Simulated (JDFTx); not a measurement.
NaH:

```xyz
2
Lattice="0.0000 2.4400 2.4400 2.4400 0.0000 2.4400 2.4400 2.4400 0.0000" Properties=species:S:1:pos:R:3 pbc="T T T"
Na    0.0000    0.0000    0.0000
H     2.4400    2.4400    2.4400
```

| Item | Value |
| --- | --- |
| Program | JDFTx 1.7.0 (patched build) |
| Task | single point |
| Functional | PBE |
| Potentials or basis | PseudoDojo-SR-PBE-0.5-standard |
| Cutoff | 1197 eV |
| Density cutoff | 9578 eV |
| k mesh | 9 × 9 × 9 |
| Occupations | fermi-dirac, width 0.05 eV |
| Spin | no spin polarisation |

On this cell: pressure -0.6 GPa; largest force zero by symmetry; band gap on the k mesh 4.01 eV, indirect (least direct gap 4.71 eV).

The same run follows on a disturbed copy (atoms moved at random, drawn with an rms of 0.05 Å):

```xyz
2
Lattice="0.0000 2.4400 2.4400 2.4400 0.0000 2.4400 2.4400 2.4400 0.0000" Properties=species:S:1:pos:R:3 pbc="T T T"
Na    0.0180   -0.0161   -0.0274
H     2.4480    2.4532    2.4375
```

What changes?

The energy moves by +0.3 meV/atom; pressure -0.6 GPa; largest force 0.030 eV/Å; band gap on the k mesh 4.01 eV, indirect (least direct gap 4.71 eV).

Forces in eV/Å, atoms in the order of the input:
```
Na  -0.007  0.022  0.019
H    0.008 -0.022 -0.019
```

Caveats: an odd mesh through Γ misses points on the zone boundary, where band edges often lie.
